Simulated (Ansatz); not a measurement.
Crystal: MgS (Niningerite).

```
S Mg
1.0
     0.00000    2.60165    2.60165
     2.60165    0.00000    2.60165
     2.60165    2.60165    0.00000
S Mg
1 1
Direct
  0.50000 0.50000 0.50000
  0.00000 0.00000 0.00000
```

Base run:

| Property | Result |
| --- | --- |
| Program | Ansatz 0.2.0 |
| Functional | PBE |
| Potentials or basis | Ansatz PAW |
| Cutoff | 420 eV (not typed: the program's choice for these potentials) |
| k mesh | 9 × 9 × 9 |
| Occupations | fermi-dirac, width 0.05 eV |
| Spin | no spin polarisation |

Its results: band gap on the k mesh 2.92 eV, indirect (least direct gap 3.72 eV); pressure 1.2 GPa.

Q: The run is repeated on the same cell with these changes: functional from PBE to r2SCAN; cutoff from 420 eV (not typed: the program's choice for these potentials) to 500 eV (not typed: the program's choice for these potentials). What comes out?

A: Band gap on the k mesh 3.59 eV, indirect (least direct gap 4.64 eV); pressure 0.0 GPa.

r2SCAN gives the wider gap, since meta-GGAs in the generalised Kohn-Sham scheme recover part of the derivative discontinuity.

Caveats: the k mesh misses the band edges, so the gap on the mesh is wider than the one along the path; the PAW data sets come from PBE, with cores solved anew for the run's functional, which leaves a small shift of forces and pressure (some runs).
